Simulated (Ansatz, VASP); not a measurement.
# GaSb in VASP and in Ansatz

```
Ga Sb
1.0
     0.00000    3.05900    3.05900
     3.05900    0.00000    3.05900
     3.05900    3.05900    0.00000
Ga Sb
1 1
Direct
  0.00000 0.00000 0.00000
  0.75000 0.75000 0.75000
```

Alike in both runs: task relaxation of cell and atoms; functional LDA; k mesh 12 × 12 × 12; occupations fermi-dirac, width 0.1 eV; no spin polarisation.

```csv
,VASP,Ansatz
version,VASP 6.6.1,Ansatz 0.2.0
potentials or method,"VASP PAW LDA potentials, release 64 (Ga_d, Sb)","PAW with Ansatz's default frozen-core files, scalar-relativistic"
plane-wave cutoff (eV),600,420
valence electrons in the cell,18,28
```

|  | VASP | Ansatz | Ansatz less VASP |
| --- | --- | --- | --- |
| relaxed volume (Å³/atom) | 27.77 | 27.69 | -0.078 |
| relaxed cell length with the largest relative difference (Å) | 4.283 | 4.279 | -0.0040 |
| energy change over the relaxation (meV/atom) | -4 | -5 | -1.0 |

The two sets of potentials don't hold the same shells in valence.

The runs have no spin-orbit coupling, so splittings on Sb are missing. Zero-point motion and thermal expansion aren't in these numbers. LDA usually gives volumes a few per cent too small.
